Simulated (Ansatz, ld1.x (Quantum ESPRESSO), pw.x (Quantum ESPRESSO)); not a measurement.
# pw.x on bcc Ca: one setting changed

Potential: PAW, ld1.x (Quantum ESPRESSO) 7.5, PBE; core [Ne], reference 3s2 3p6 3d0 4s2 4p0; waves: 3s (bound): rcut 1.55, rcutus 1.90 bohr; 4s (bound): rcut 1.55, rcutus 1.90 bohr; 3p (bound): rcut 1.75, rcutus 1.85 bohr; 4p (bound, empty): rcut 1.75, rcutus 1.85 bohr; 3d (bound, empty): rcut 1.90, rcutus 2.40 bohr; 3d channel at 4.65 Ry: rcut 1.90, rcutus 2.40 bohr; local part: all-electron potential smoothed inside 1.50 bohr (lloc = -2); core correction: a·sin(br)/r model core inside 1.10 bohr; augmentation: BESSEL, radius 1.60 bohr.

The reference run (k-mesh 11³, cutoffs 50/400 Ry, Fermi–Dirac 0.01 Ry, mixing_beta 0.4, conv_thr 1e-9, no spin) gives 0.02 GPa at 42.182 Å³/atom, where all-electron LAPW gives 0.00 GPa. This run, with its own iteration cap, changes k-mesh points per axis to 1, a wrong or extreme entry chosen on purpose.

```
&control
  calculation='scf', prefix='x', pseudo_dir='./', outdir='./tmp', tstress=.true., disk_io='none'
/
&system
  ibrav=0, nat=1, ntyp=1, ecutwfc=50, ecutrho=400, nbnd=12,
  occupations='smearing', smearing='fd', degauss=0.01
/
&electrons
  conv_thr=1e-09, mixing_beta=0.4, electron_maxstep=70
/
ATOMIC_SPECIES
Ca 1.0 Ca.UPF
CELL_PARAMETERS angstrom
  -2.19291800 2.19291800 2.19291800
  2.19291800 -2.19291800 2.19291800
  2.19291800 2.19291800 -2.19291800
ATOMIC_POSITIONS crystal
Ca 0.0000 0.0000 0.0000
K_POINTS automatic
1 1 1 0 0 0
```

```bash
pw.x < Ca.scf.in > Ca.scf.out
```

Task: How does the run end?

Result: It converges in 15 iterations; the free energy moves by -5.01 eV/atom and the pressure by -6.84 GPa. The result is not a property of the crystal.

```
Message from routine setup:
     using ibrav=0 with symmetry is DISCOURAGED, use correct ibrav instead
     lattice parameter (alat)  =       7.1776  a.u.
     unit-cell volume          =     284.6582 (a.u.)^3
     number of electrons       =        10.00
     number of Kohn-Sham states=           12
     kinetic-energy cutoff     =      50.0000  Ry
     charge density cutoff     =     400.0000  Ry
     scf convergence threshold =      1.0E-09
     Exchange-correlation= SLA  PW   PBX  PBC
     number of k points=     1  Fermi-Dirac smearing, width (Ry)=  0.0100
     iteration #  1     ecut=    50.00 Ry     beta= 0.40
     total energy              =    -133.89044214 Ry
     estimated scf accuracy    <       0.00221495 Ry
     iteration #  2     ecut=    50.00 Ry     beta= 0.40
     total energy              =    -133.89068742 Ry
     estimated scf accuracy    <       0.00063314 Ry
     iteration #  3     ecut=    50.00 Ry     beta= 0.40
     total energy              =    -133.89075607 Ry
     estimated scf accuracy    <       0.00004535 Ry
     [... 9 iterations left out ...]
     iteration # 13     ecut=    50.00 Ry     beta= 0.40
     total energy              =    -133.89077711 Ry
     estimated scf accuracy    <       0.00000002 Ry
     iteration # 14     ecut=    50.00 Ry     beta= 0.40
     total energy              =    -133.89077710 Ry
     estimated scf accuracy    <       0.00000004 Ry
     iteration # 15     ecut=    50.00 Ry     beta= 0.40
     the Fermi energy is     3.9006 ev
!    total energy              =    -133.89077710 Ry
     estimated scf accuracy    <          2.8E-10 Ry
     smearing contrib. (-TS)   =      -0.00000000 Ry
     The total energy is F=E-TS. E is the sum of the following terms:
     one-electron contribution =     -37.57165005 Ry
     hartree contribution      =      20.29123409 Ry
     xc contribution           =     -10.28307804 Ry
     ewald contribution        =     -43.90951706 Ry
     one-center paw contrib.   =     -62.41776604 Ry
     convergence has been achieved in  15 iterations
          total   stress  (Ry/bohr**3)                   (kbar)     P=      -68.26
     Message from routine punch:
     Nothing written, as per user request (disk_io='none')
```

The run took about 6.2 s on one core of a shared host (Neoverse-V2, 96 threads, 377 GiB, load 15).
